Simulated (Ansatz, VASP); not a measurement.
**ZrB2 in VASP and in Ansatz**

INCAR

```
PREC = Accurate ; ENCUT = 520
EDIFF = 1E-6 ; ISMEAR = -1
SIGMA = 0.05 ; LREAL = F
LASPH = T ; NELM = 80
ALGO = Fast ; ISIF = 2
LWAVE = F ; LCHARG = F
GGA = PE ; NBANDS = 16
```

File KPOINTS:

```
Automatic mesh
0
Gamma
  10 10 8
```

Contents of POSCAR:

```
ZrB2
1.0
    3.1700000000      0.0000000000      0.0000000000
   -1.5850000000      2.7453005300      0.0000000000
    0.0000000000      0.0000000000      3.5330000000
Zr B
1 2
Direct
    0.0000000000      0.0000000000      0.0000000000
    0.6666666667      0.3333333333      0.5000000000
    0.3333333333      0.6666666667      0.5000000000
```

The input input.yaml:

```yaml
crystal:
  lattice:
    - [3.17, 0.0, 0.0]
    - [-1.585, 2.74530053, 0.0]
    - [0.0, 0.0, 3.533]
  atoms:
    - { symbol: Zr, position: [0.0, 0.0, 0.0] }
    - { symbol: B, position: [0.6666666667, 0.3333333333, 0.5] }
    - { symbol: B, position: [0.3333333333, 0.6666666667, 0.5] }
kpoints:
  mp_grid: { grid: [10, 10, 8] }
scf:
  occupations: { method: fermi_dirac, width: 0.05 }
hamiltonian:
  xc: pbe
  pseudopotentials: { kind: all_electron, lapw: { basis_error: 0.001 } }
output:
  forces: true
  stress: true
  eigenvalues: true
```

Alike in both runs: task single point; functional PBE; k mesh 10 × 10 × 8; occupations fermi-dirac, width 0.05 eV; no spin polarisation.

|  | VASP | Ansatz |
| --- | --- | --- |
| version | VASP 6.6.1 | Ansatz 0.2.0 |
| potentials or method | VASP PAW PBE potentials, release 64 (Zr_sv, B) | all-electron LAPW, scalar-relativistic |
| plane-wave cutoff (eV) | 520 | see its input |

Ansatz gave:

| Property | Result |
| --- | --- |
| gap on the k mesh at the Fermi level (eV) | none |
| pressure (GPa) | 0.8 |
| largest component of the traceless stress (GPa) | 0.78 |

Q: What did VASP give for the same quantities?

A: gap on the k mesh at the Fermi level (eV): none; pressure (GPa): 0.9; largest component of the traceless stress (GPa): 0.79.

A gap of «none» marks a metal or a gap that the smearing closes. Ansatz ran all-electron here, so the differences hold the error of VASP's frozen core and of both bases.
